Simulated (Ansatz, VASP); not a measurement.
**GaSb in VASP and in Ansatz**

```
Ga Sb
1.0
     0.00000    3.05900    3.05900
     3.05900    0.00000    3.05900
     3.05900    3.05900    0.00000
Ga Sb
1 1
Cartesian
  0.0000 0.0000 0.0000
  4.5885 4.5885 4.5885
```

Alike in both runs: task single point; functional r2SCAN; dispersion D4; k mesh 6 × 6 × 6; occupations gaussian, width 0.05 eV; no spin polarisation.

```csv
,VASP,Ansatz
version,VASP 6.6.1,Ansatz 0.2.0
potentials or method,"VASP PAW PBE potentials, release 64 (Ga_d, Sb)","scalar-relativistic, plane waves, PAW"
plane-wave cutoff (eV),520,500
valence electrons in the cell,18,28
```

Ansatz gave:

```
gap on the k mesh at the Fermi level (eV) : 0.47
least direct gap on the mesh (eV)         : 0.47
pressure (GPa)                            : -0.4
dispersion energy (meV/atom)              : -142.2
```

Problem. Which values does VASP return?

Solution. gap on the k mesh at the Fermi level (eV): 0.45; least direct gap on the mesh (eV): 0.45; pressure (GPa): -0.3; dispersion energy (meV/atom): -142.0.

The two sets of potentials don't hold the same shells in valence.

Caveats: the PAW data sets were made with another functional, which shifts forces and pressure a little (VASP); spin-orbit coupling is left out, which moves the levels of the heavy elements.
